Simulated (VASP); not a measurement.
## TaN: single point with LDA+U

Crystal: TaN.

```xyz
4
Lattice="3.0480 0.0000 0.0000 -1.5240 2.6396 0.0000 0.0000 0.0000 4.9180" Properties=species:S:1:pos:R:3 pbc="T T T"
Ta    0.0000    0.0000    0.0000
Ta    0.0000    0.0000    2.4590
N     0.0000    1.7598    1.2295
N     1.5240    0.8799    3.6885
```

```json
{
  "Program": "VASP 6.6.1",
  "Task": "single point",
  "Functional": "LDA",
  "Potentials or basis": "VASP PAW LDA potentials, release 64 (Ta_pv, N)",
  "Cutoff": "520 eV",
  "k mesh": "7 × 7 × 4",
  "Occupations": "gaussian, width 0.05 eV",
  "Spin": "collinear spin, typed start",
  "Starting moments": "[2.0, 2.0, 0.0, 0.0] μB",
  "Hubbard terms": "Ta d U = 1.0 eV",
  "Dipole correction": "no",
  "Further INCAR settings": "ALGO = Normal; EDIFF = 1e-06; NBANDS = 28"
}
```

- Pressure: 47.0 GPa
- Band gap on the k mesh: none (metal or under the smearing width)
- Net moment: 0.00 μB per cell
- Valence electrons inside the program's atomic spheres: Ta 9.35; N 3.79

Stress tensor (GPa, compression positive):
```
 18.54   0.00   0.00
  0.00  18.54   0.00
  0.00   0.00 103.81
```

Levels at points of the mesh, in eV from the Fermi level:
Spin up:
```tsv
k point	band 13	band 14	band 15	band 16	band 17	band 18	band 19	band 20
(0.00, 0.00, 0.00)	-3.65	-3.65	-3.63	-1.86	-1.86	-0.61	-0.61	2.91
(0.00, 0.00, 0.50)	-6.38	-6.38	-0.01	-0.01	0.02	0.02	0.02	0.02
```
Spin down:
```tsv
k point	band 14	band 15	band 16	band 17	band 18	band 19
(0.00, 0.00, 0.00)	-3.65	-3.63	-1.86	-1.86	-0.61	-0.61
(0.00, 0.00, 0.50)	-6.38	-0.01	-0.01	0.02	0.02	0.02
```

Eigenvalues of the final occupation matrices:
```csv
site,spin,trace,eigenvalues
site 1 d,1,1.39,0.23 0.23 0.27 0.27 0.38
site 1 d,2,1.39,0.23 0.23 0.27 0.27 0.38
site 2 d,1,1.39,0.23 0.23 0.27 0.27 0.38
site 2 d,2,1.39,0.23 0.23 0.27 0.27 0.38
```

Run time: 20 s on 1 thread of Intel(R) Xeon(R) 6975P-C (Granite Rapids) (shared host), peak memory 0.17 GiB.

Caveat: a pressure of tens of GPa on the cell as given is suspect, and the run, the potentials or the cell itself is likely at fault. Spin-orbit coupling is left out, which matters for the levels of Ta.
